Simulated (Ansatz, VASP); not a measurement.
**HfB4 in VASP and in Ansatz**

```
Hf B
1.0
     1.89449    1.09379    4.64673
    -1.89449    1.09379    4.64673
     0.00000   -2.18757    4.64673
Hf B
1 4
Cartesian
  0.0000 0.0000 6.9701
  0.0000 0.0000 9.5181
  0.0000 0.0000 4.4220
  0.0000 0.0000 11.1347
  0.0000 0.0000 2.8055
```

Alike in both runs: functional PBE; k mesh 12 × 12 × 12; occupations gaussian, width 0.1 eV; no spin polarisation.

Ansatz relaxed the structure, and its values are those at the end. VASP's run is a single point on that final structure, the one shown.

|  | VASP | Ansatz |
| --- | --- | --- |
| version | VASP 6.6.1 | Ansatz 0.2.0 |
| potentials or method | VASP PAW PBE potentials, release 64 (Hf_pv, B) | scalar-relativistic, plane waves, PAW |
| plane-wave cutoff (eV) | 520 | 420 |
| valence electrons in the cell | 22 | 38 |

```csv
,VASP,Ansatz,Ansatz less VASP
gap on the k mesh at the Fermi level (eV),none,none,-
pressure (GPa),0.1,0.0,-0.07
rms of the force components (eV/Å),0.007,0.003,-0.0039
```

A gap of «none» marks a metal or a gap that the smearing closes. With one functional, cell and mesh, what is left measures potentials, basis and numerics. The two sets of potentials don't hold the same shells in valence.

The runs have no spin-orbit coupling, so splittings on Hf are missing.
